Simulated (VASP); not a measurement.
Write the native input for VASP 6.6.1 that does the following.

```
Task                   : relaxation of cell and atoms
Functional             : PBE
Potentials or basis    : VASP PAW PBE potentials, release 64 (Pb_d)
Cutoff                 : 600 eV
k mesh                 : 14 × 14 × 14
Occupations            : gaussian, width 0.1 eV
Spin                   : no spin polarisation
Further INCAR settings : ALGO = Normal; EDIFF = 1e-07; IBRION = 2; EDIFFG = -0.005; NSW = 90; ISIF = 3
```

The structure of Pb lies in POSCAR:

```
Pb
1.0
    0.0000000000      2.4750200000      2.4750200000
    2.4750200000      0.0000000000      2.4750200000
    2.4750200000      2.4750200000      0.0000000000
Pb
1
Direct
    0.0000000000      0.0000000000      0.0000000000
```

These files were run (other wordings do the same):

INCAR

```
SYSTEM = Pb
PREC = Accurate
ENCUT = 600
EDIFF = 1E-7
ISMEAR = 0
SIGMA = 0.1
LREAL = .FALSE.
LASPH = .TRUE.
NELM = 80
ALGO = Normal
ISIF = 3
LWAVE = .FALSE.
LCHARG = .FALSE.
GGA = PE
IBRION = 2
NSW = 90
EDIFFG = -0.005
```

KPOINTS

```
regular mesh
0
G
  14 14 14
  0 0 0
```

Potentials or basis: VASP PAW PBE potentials, release 64 (Pb_d).

Launch:

```console
$ cat potpaw_PBE.64/Pb_d/POTCAR > POTCAR
$ mpirun -np 1 vasp_std > vasp.out
```

Results of the run:

| Item | Value |
| --- | --- |
| Relaxed volume | 32.00 Å³/atom |
| Relaxed cell | a = 3.564 Å, b = 3.564 Å, c = 3.564 Å, α = 60.00°, β = 60.00°, γ = 60.00° |
| Space group after relaxing (to 0.05 Å) | Fm-3m (No. 225) |
| Energy gained by relaxing | 12.2 meV/atom |
| Ionic steps | 3 |
| Pressure after relaxing | 0.0 GPa |
| Band gap on the k mesh | none (metal or under the smearing width) |

Wall time 93 s on 1 thread of Intel(R) Xeon(R) Platinum 8488C (Sapphire Rapids) (shared host), peak memory 0.19 GiB.
